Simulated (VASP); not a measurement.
# CdSe (P6_3mc) in VASP: settings compared, part 3 of 3

VASP 6.6.1. Earlier steps stand in the parts before.

### Step 6. Band structure, PBE

The input, POSCAR:

```
CdSe                                    
1.0
    4.3452997793      0.0000000000      0.0000000000
   -2.1726498897      3.7631399326      0.0000000000
    0.0000000000      0.0000000000      7.0867644160
  Cd              Se            
     2     2
Direct
     0.6666666699999979    0.3333333300000021    0.4999760713256833
     0.3333333300000021    0.6666666699999979    0.9999760713256833
     0.6666666699999979    0.3333333300000021    0.8758839286743125
     0.3333333300000021    0.6666666699999979    0.3758839286743125
```

The input, INCAR.step1:

```
PREC = Accurate
ENCUT = 300
EDIFF = 1E-6
ISMEAR = 0
SIGMA = 0.02
LREAL = F
LASPH = T
NELM = 120
ALGO = Normal
ISIF = 2
LWAVE = F
LCHARG = T
GGA = PE
KPAR = 4
```

The input, KPOINTS.step1:

```
regular mesh
0
Gamma
  10 10 6
```

The input, INCAR.step2:

```
PREC = Accurate
ENCUT = 300
EDIFF = 1E-6
ISMEAR = 0
SIGMA = 0.05
LREAL = F
LASPH = T
NELM = 120
ALGO = Normal
ISIF = 2
LWAVE = F
LCHARG = F
GGA = PE
KPAR = 4
ICHARG = 11
```

The input, KPOINTS.step2:

```
path GMKGALHA,LM,KH
10
line-mode
reciprocal
 0.0000000000  0.0000000000  0.0000000000  G
 0.5000000000  0.0000000000  0.0000000000  M

 0.5000000000  0.0000000000  0.0000000000  M
 0.3333333333  0.3333333333  0.0000000000  K

 0.3333333333  0.3333333333  0.0000000000  K
 0.0000000000  0.0000000000  0.0000000000  G

 0.0000000000  0.0000000000  0.0000000000  G
 0.0000000000  0.0000000000  0.5000000000  A

 0.0000000000  0.0000000000  0.5000000000  A
 0.5000000000  0.0000000000  0.5000000000  L

 0.5000000000  0.0000000000  0.5000000000  L
 0.3333333333  0.3333333333  0.5000000000  H

 0.3333333333  0.3333333333  0.5000000000  H
 0.0000000000  0.0000000000  0.5000000000  A

 0.5000000000  0.0000000000  0.5000000000  L
 0.5000000000  0.0000000000  0.0000000000  M

 0.3333333333  0.3333333333  0.0000000000  K
 0.3333333333  0.3333333333  0.5000000000  H
```

Potentials or basis: VASP PAW PBE potentials, release 64 (Cd, Se).

On the command line:

```bash
> cat potpaw_PBE.64/Cd/POTCAR potpaw_PBE.64/Se/POTCAR > POTCAR
> cp INCAR.step1 INCAR
> cp KPOINTS.step1 KPOINTS
> mpirun -np 4 vasp_std > vasp.out
> cp INCAR.step2 INCAR
> cp KPOINTS.step2 KPOINTS
> mpirun -np 4 vasp_std > vasp.out
```

OUTCAR:

```text
PREC = Accurate
   ENCUT = 300
   EDIFF = 1E-6
   ISMEAR = 0
   LREAL = F
   LASPH = T
   NELM = 120
   ISIF = 2
   GGA = PE
   ICHARG = 11

 ion  position               nearest neighbor table
   1  0.667  0.333  0.500-   4 2.66   4 2.66   4 2.66   3 2.66
   2  0.333  0.667  1.000-   3 2.66   3 2.66   3 2.66   4 2.66
   3  0.667  0.333  0.876-   2 2.66   2 2.66   2 2.66   1 2.66
   4  0.333  0.667  0.376-   1 2.66   1 2.66   1 2.66   2 2.66

  LATTYP: Found a hexagonal cell.
 ALAT       =     4.3452997793
 C/A-ratio  =     1.6309034534

  Lattice vectors:

 A1 = (   4.3452997793,   0.0000000000,   0.0000000000)
 A2 = (  -2.1726498897,   3.7631399326,   0.0000000000)
 A3 = (   0.0000000000,   0.0000000000,   7.0867644160)

Analysis of symmetry for initial positions (statically):
=====================================================================
 Subroutine PRICEL returns:
 Original cell was already a primitive cell.

 Routine SETGRP: Setting up the symmetry group for a
 hexagonal supercell.

 Subroutine GETGRP returns: Found 12 space group operations
 (whereof  6 operations were pure point group operations)
 out of a pool of 24 trial point group operations.

The static configuration has the point symmetry C_3v.
 The point group associated with its full space group is C_6v.

Analysis of symmetry for dynamics (positions and initial velocities):
=====================================================================
 Subroutine PRICEL returns:
 Original cell was already a primitive cell.

 Routine SETGRP: Setting up the symmetry group for a
 hexagonal supercell.

 Subroutine GETGRP returns: Found 12 space group operations
 (whereof  6 operations were pure point group operations)
 out of a pool of 24 trial point group operations.

The dynamic configuration has the point symmetry C_3v.
 The point group associated with its full space group is C_6v.

[... 113 lines left out ...]
   IMIX   =      4    mixing-type and parameters
     AMIX     =   0.40;   BMIX     =  1.00
     AMIX_MAG =   1.60;   BMIX_MAG =  1.00
  volume/ion in A,a.u.               =      28.97       195.50
  Fermi-wavevector in a.u.,A,eV,Ry     =   1.108757  2.095247 16.726208  1.229342
  Thomas-Fermi vector in A             =   2.245288
   LORBIT       =      0    0 simple, 1 ext, 2 COOP (PROOUT), +10 PAW based schemes
   GGA     = PE    functional components
   LHFCALC =     F    Hartree Fock is set to
   AEXX    =    0.0000 exact exchange contribution
   IVDW    =     0    specifies the selected vdW correction
   LEPSILON=     F    determine dielectric tensor
   LRPA    =     F    only Hartree local field effects (RPA)
 non-spin polarized calculation
 Gauss-broadening in eV      SIGMA  =   0.05
  energy-cutoff  :      300.00
  volume of cell :      115.88
 maximum number of plane-waves:      1390
 NGX is ok and might be reduce to    28

 number of electron      36.0000024 magnetization

 Free energy of the ion-electron system (eV)
  ---------------------------------------------------
  ext. energy  EPLUGINS =         0.00000000
  ---------------------------------------------------
  free energy    TOTEN  =       -10.20295776 eV

  energy without entropy =      -10.20295776  energy(sigma->0) =      -10.20295776

 E-fermi :   0.9872     XC(G=0):  -8.7471

 val. band max:        0.7183845913   @ k =   0.0000   0.0000   0.0000
 cond. band min:       1.3141918690   @ k =   0.0000   0.0000   0.0000
 fundamental gap:      0.5958072777
 Fermi energy:         0.9871967862

 k-point     1 :       0.0000    0.0000    0.0000
  band No.  band energies     occupation
      1     -11.7234      2.00000
      2     -11.3703      2.00000
      3      -7.0964      2.00000
      4      -7.0906      2.00000
      5      -7.0906      2.00000
      6      -7.0276      2.00000
[... 589 lines left out ...]
     21       5.5719      0.00000
     22       6.1735      0.00000

 [... further k-points ...]

------------------------ aborting loop because EDIFF is reached ----------------------------------------

  FORCE on cell =-STRESS in cart. coord.  units (eV):
  Direction    XX          YY          ZZ          XY          YZ          ZX
  --------------------------------------------------------------------------------------
  -------------------------------------------------------------------------------------
  Total        3.1526914      3.1526912      1.8185995     -0.0000000      0.0000000      0.0000000
  in kB       43.5887014     43.5887000     25.1437203     -0.0000000      0.0000000      0.0000000
  external PRESSURE =      37.4403739 kB  Pullay stress =       0.0000000 kB

 VOLUME and BASIS-vectors are now :
 -----------------------------------------------------------------------------
  energy-cutoff  :      300.00
  volume of cell :      115.88
      direct lattice vectors                 reciprocal lattice vectors
     4.345299779  0.000000000  0.000000000     0.230133719  0.132867767  0.000000000
    -2.172649890  3.763139933  0.000000000     0.000000000  0.265735534  0.000000000
     0.000000000  0.000000000  7.086764416     0.000000000  0.000000000  0.141108119

 POSITION                                       TOTAL-FORCE (eV/Angst)
 -----------------------------------------------------------------------------------
      2.17265      1.25438      3.54321         0.000000      0.000000      0.221330
     -0.00000      2.50876      7.08659        -0.000000     -0.000000      0.221330
      2.17265      1.25438      6.20718         0.000000     -0.000000     -0.221330
     -0.00000      2.50876      2.66380        -0.000000      0.000000     -0.221330
 -----------------------------------------------------------------------------------
    total drift:                               -0.000013      0.000008     -0.056931

  FREE ENERGIE OF THE ION-ELECTRON SYSTEM (eV)
  ---------------------------------------------------
  free  energy   TOTEN  =       -10.2029577551 eV

  energy  without entropy=      -10.2029577551  energy(sigma->0) =      -10.20295776
```

OUTCAR.step1:

```text
PREC = Accurate
   ENCUT = 300
   EDIFF = 1E-6
   ISMEAR = 0
   LREAL = F
[... 833 lines left out ...]
      2.17265      1.25438      3.54321         0.000000      0.000000      0.002077
     -0.00000      2.50876      7.08659         0.000000      0.000000      0.002077
      2.17265      1.25438      6.20718         0.000000      0.000000     -0.002077
     -0.00000      2.50876      2.66380        -0.000000     -0.000000     -0.002077
 -----------------------------------------------------------------------------------
    total drift:                               -0.000013      0.000008     -0.000248

  FREE ENERGIE OF THE ION-ELECTRON SYSTEM (eV)
  ---------------------------------------------------
  free  energy   TOTEN  =       -10.9707580465 eV

  energy  without entropy=      -10.9707580465  energy(sigma->0) =      -10.97075805
```

OSZICAR.step1:

```text
N       E                     dE             d eps       ncg     rms          rms(c)
DAV:   1     0.173488248968E+03    0.17349E+03   -0.13104E+04  2520   0.951E+02
DAV:   2    -0.356328333887E+01   -0.17705E+03   -0.17380E+03  2824   0.277E+02
DAV:   3    -0.116734000546E+02   -0.81101E+01   -0.80871E+01  2944   0.601E+01
DAV:   4    -0.117337249659E+02   -0.60325E-01   -0.60310E-01  2704   0.497E+00
DAV:   5    -0.117342750194E+02   -0.55005E-03   -0.55004E-03  2968   0.436E-01    0.858E+00
DAV:   6    -0.110097374131E+02    0.72454E+00   -0.16104E+00  2852   0.119E+01    0.676E+00
DAV:   7    -0.109736084579E+02    0.36129E-01   -0.58528E-01  2740   0.408E+00    0.251E+00
DAV:   8    -0.109706374056E+02    0.29711E-02   -0.64590E-02  2602   0.259E+00    0.351E-01
DAV:   9    -0.109705728636E+02    0.64542E-04   -0.93601E-03  2818   0.116E+00    0.103E-01
DAV:  10    -0.109706631678E+02   -0.90304E-04   -0.94736E-04  2694   0.364E-01    0.693E-02
DAV:  11    -0.109707771866E+02   -0.11402E-03   -0.27506E-04  2650   0.107E-01    0.210E-02
DAV:  12    -0.109707556435E+02    0.21543E-04   -0.12894E-04  2968   0.117E-01    0.854E-03
DAV:  13    -0.109707581044E+02   -0.24609E-05   -0.16429E-05  2632   0.324E-02    0.689E-03
DAV:  14    -0.109707580465E+02    0.57893E-07   -0.10840E-06  2104   0.586E-03
   1 F= -.10970758E+02 E0= -.10970758E+02  d E =-.612008E-17
```

Wall time 33 s (4 MPI ranks of AMD EPYC 7R13 (Zen 3), shared host); peak memory 0.2 GiB.

What came out:

```
Band gap on the k mesh  : 0.60 eV, direct
Band gap along the path : 0.60 eV, direct
```

Levels at the corners of the path, in eV from the valence-band top:
| point | band 16 | band 17 | band 18 | band 19 | band 20 | band 21 |
| --- | --- | --- | --- | --- | --- | --- |
| Γ | -0.04 | 0.00 | 0.00 | 0.60 | 2.16 | 5.85 |
| M | -1.76 | -1.26 | -0.72 | 3.15 | 3.33 | 4.78 |
| M | -1.76 | -1.26 | -0.72 | 3.15 | 3.33 | 4.78 |
| K | -1.79 | -1.79 | -1.60 | 4.29 | 4.66 | 4.66 |
| K | -1.79 | -1.79 | -1.60 | 4.29 | 4.66 | 4.66 |
| Γ | -0.04 | 0.00 | 0.00 | 0.60 | 2.16 | 5.85 |
| Γ | -0.04 | 0.00 | 0.00 | 0.60 | 2.16 | 5.85 |
| A | -0.38 | -0.38 | -0.38 | 2.31 | 2.31 | 5.81 |
| A | -0.38 | -0.38 | -0.38 | 2.31 | 2.31 | 5.81 |
| L | -1.30 | -1.28 | -1.28 | 2.92 | 2.92 | 4.84 |
| L | -1.30 | -1.28 | -1.28 | 2.92 | 2.92 | 4.84 |
| H | -2.32 | -1.07 | -1.07 | 3.70 | 3.70 | 5.81 |
| H | -2.32 | -1.07 | -1.07 | 3.70 | 3.70 | 5.81 |
| A | -0.38 | -0.38 | -0.38 | 2.31 | 2.31 | 5.81 |
| L | -1.30 | -1.28 | -1.28 | 2.92 | 2.92 | 4.84 |
| M | -1.76 | -1.26 | -0.72 | 3.15 | 3.33 | 4.78 |
| K | -1.79 | -1.79 | -1.60 | 4.29 | 4.66 | 4.66 |
| H | -2.32 | -1.07 | -1.07 | 3.70 | 3.70 | 5.81 |

Caveat: the cutoff is under 1.25 times the usual one of these potentials, so pressure, stress and relaxed cells hold a basis-set (Pulay) error; the log is that of the step along the path at fixed density, whose energy, stress, charges and moments have no meaning.

### Step 7. Band structure, PBE

POSCAR is that of step 6.

Edit INCAR.step1 of step 6 so:

```diff
@@ -1,3 +1,3 @@
 PREC = Accurate
-ENCUT = 300
+ENCUT = 600
 EDIFF = 1E-6
```

KPOINTS.step1 is that of step 6.

Edit INCAR.step2 of step 6 so:

```diff
@@ -1,3 +1,3 @@
 PREC = Accurate
-ENCUT = 300
+ENCUT = 600
 EDIFF = 1E-6
```

KPOINTS.step2 is that of step 6.

On the command line:

```bash
> cat potpaw_PBE.64/Cd/POTCAR potpaw_PBE.64/Se/POTCAR > POTCAR
> cp INCAR.step1 INCAR
> cp KPOINTS.step1 KPOINTS
> mpirun -np 4 vasp_std > vasp.out
> cp INCAR.step2 INCAR
> cp KPOINTS.step2 KPOINTS
> mpirun -np 4 vasp_std > vasp.out
```

It took 96 s on 4 MPI ranks of AMD EPYC 7R13 (Zen 3), shared host; peak memory 0.4 GiB.

Results (log left out):

```yaml
Band_gap_on_the_k_mesh: 0.60 eV, direct
Band_gap_along_the_path: 0.60 eV, direct
```

Levels at the corners of the path, in eV from the valence-band top:
| point | band 15 | band 16 | band 17 | band 18 | band 19 | band 20 | band 21 | band 22 |
| --- | --- | --- | --- | --- | --- | --- | --- | --- |
| Γ | -0.72 | -0.04 | 0.00 | 0.00 | 0.60 | 2.17 | 5.86 | 5.86 |
| M | -2.53 | -1.76 | -1.26 | -0.72 | 3.16 | 3.33 | 4.78 | 6.04 |
| M | -2.53 | -1.76 | -1.26 | -0.72 | 3.16 | 3.33 | 4.78 | 6.04 |
| K | -2.90 | -1.78 | -1.78 | -1.60 | 4.29 | 4.66 | 4.66 | 6.98 |
| K | -2.90 | -1.78 | -1.78 | -1.60 | 4.29 | 4.66 | 4.66 | 7.03 |
| Γ | -0.72 | -0.04 | 0.00 | 0.00 | 0.60 | 2.17 | 5.86 | 5.86 |
| Γ | -0.72 | -0.04 | 0.00 | 0.00 | 0.60 | 2.17 | 5.86 | 5.86 |
| A | -0.38 | -0.38 | -0.38 | -0.38 | 2.32 | 2.32 | 5.81 | 5.81 |
| A | -0.38 | -0.38 | -0.38 | -0.38 | 2.32 | 2.32 | 5.81 | 5.81 |
| L | -1.29 | -1.29 | -1.28 | -1.28 | 2.92 | 2.92 | 4.84 | 4.84 |
| L | -1.29 | -1.29 | -1.28 | -1.28 | 2.92 | 2.92 | 4.84 | 4.84 |
| H | -2.32 | -2.32 | -1.06 | -1.06 | 3.71 | 3.71 | 5.82 | 5.82 |
| H | -2.32 | -2.32 | -1.06 | -1.06 | 3.71 | 3.71 | 5.82 | 5.82 |
| A | -0.38 | -0.38 | -0.38 | -0.38 | 2.32 | 2.32 | 5.81 | 5.81 |
| L | -1.29 | -1.29 | -1.28 | -1.28 | 2.92 | 2.92 | 4.84 | 4.84 |
| M | -2.53 | -1.76 | -1.26 | -0.72 | 3.16 | 3.33 | 4.78 | 6.04 |
| K | -2.90 | -1.78 | -1.78 | -1.60 | 4.29 | 4.66 | 4.66 | 6.99 |
| H | -2.32 | -2.32 | -1.06 | -1.06 | 3.71 | 3.71 | 5.82 | 5.82 |

Caveat: the log is that of the step along the path at fixed density, whose energy, stress, charges and moments have no meaning.

### Step 8. The runs side by side

| task | level | potentials or basis | k mesh | cutoff (eV) | gap on the mesh (eV) |
| --- | --- | --- | --- | --- | --- |
| dielectric tensor | PBE | VASP PAW PBE potentials, release 64 (Cd, Se) | 9 × 9 × 5 | 450 | 0.60 |
| band structure | LDA | VASP PAW LDA potentials, release 64 (Cd, Se) | 10 × 10 × 6 | 450 | 0.36 |
| band structure | PBE | VASP PAW PBE potentials, release 64 (Cd, Se) | 10 × 10 × 6 | 450 | 0.60 |
| band structure | r2SCAN | VASP PAW PBE potentials, release 64 (Cd, Se) | 10 × 10 × 6 | 450 | 1.09 |
| band structure | PBE | VASP PAW PBE potentials, release 64 (Cd, Se) | 10 × 10 × 6 | 300 | 0.60 |
| band structure | PBE | VASP PAW PBE potentials, release 64 (Cd, Se) | 10 × 10 × 6 | 600 | 0.60 |

Alike in all rows: no spin polarisation; cell as given; smearing gaussian 0.02 eV.

Caveats: the gap is small at this level, which inflates the dielectric constant (some runs); the PAW data sets were made with another functional, which shifts forces and pressure a little (some runs); the cutoff is under 1.25 times the usual one of these potentials, so pressure, stress and relaxed cells hold a basis-set (Pulay) error (some runs).

Absolute energies hang on the potentials; compare differences alone.

### Step 9. How close it comes

Step 2. Against the measured gap of CdSe, 1.841 eV (2 K; a printed reference work, data compilation), the calculated 0.60 eV is off by -1.24 eV. So large a miss can be the level of theory's own, or it may mean another phase, state or a wrong row. Spin-orbit coupling on Cd, Se is left out. The value is that of PBE, without temperature or zero-point motion. Semilocal functionals fall short of measured gaps as a rule. The cell is a database's relaxed one, not the measured one, which moves gaps too.

Step 3. Measured gap of CdSe: 1.841 eV (2 K; a printed reference work, data compilation). This calculation gives 0.36 eV (-1.48 eV). So large a miss can be the level of theory's own, or it may mean another phase, state or a wrong row. Spin-orbit coupling on Cd, Se is left out. The value is that of LDA, without temperature or zero-point motion. Semilocal functionals fall short of measured gaps as a rule. The cell is a database's relaxed one, not the measured one, which moves gaps too.

Step 4. Measured gap of CdSe: 1.841 eV (2 K; a printed reference work, data compilation). This calculation gives 0.60 eV (-1.24 eV). So large a miss can be the level of theory's own, or it may mean another phase, state or a wrong row. Spin-orbit coupling on Cd, Se is left out. The value is that of PBE, without temperature or zero-point motion. Semilocal functionals fall short of measured gaps as a rule. The cell is a database's relaxed one, not the measured one, which moves gaps too.

Step 5. Against the measured gap of CdSe, 1.841 eV (2 K; a printed reference work, data compilation), the calculated 1.09 eV is off by -0.76 eV. Spin-orbit coupling on Cd, Se is left out. The value is that of r2SCAN, without temperature or zero-point motion. The cell is a database's relaxed one, not the measured one, which moves gaps too.

Step 6. Against the measured gap of CdSe, 1.841 eV (2 K; a printed reference work, data compilation), the calculated 0.60 eV is off by -1.25 eV. So large a miss can be the level of theory's own, or it may mean another phase, state or a wrong row. Spin-orbit coupling on Cd, Se is left out. The value is that of PBE, without temperature or zero-point motion. Semilocal functionals fall short of measured gaps as a rule. The cell is a database's relaxed one, not the measured one, which moves gaps too.

Step 7. A measured gap of CdSe is 1.841 eV (2 K; a printed reference work, data compilation); the calculated 0.60 eV misses it by -1.24 eV. So large a miss can be the level of theory's own, or it may mean another phase, state or a wrong row. Spin-orbit coupling on Cd, Se is left out. The value is that of PBE, without temperature or zero-point motion. Semilocal functionals fall short of measured gaps as a rule. The cell is a database's relaxed one, not the measured one, which moves gaps too.
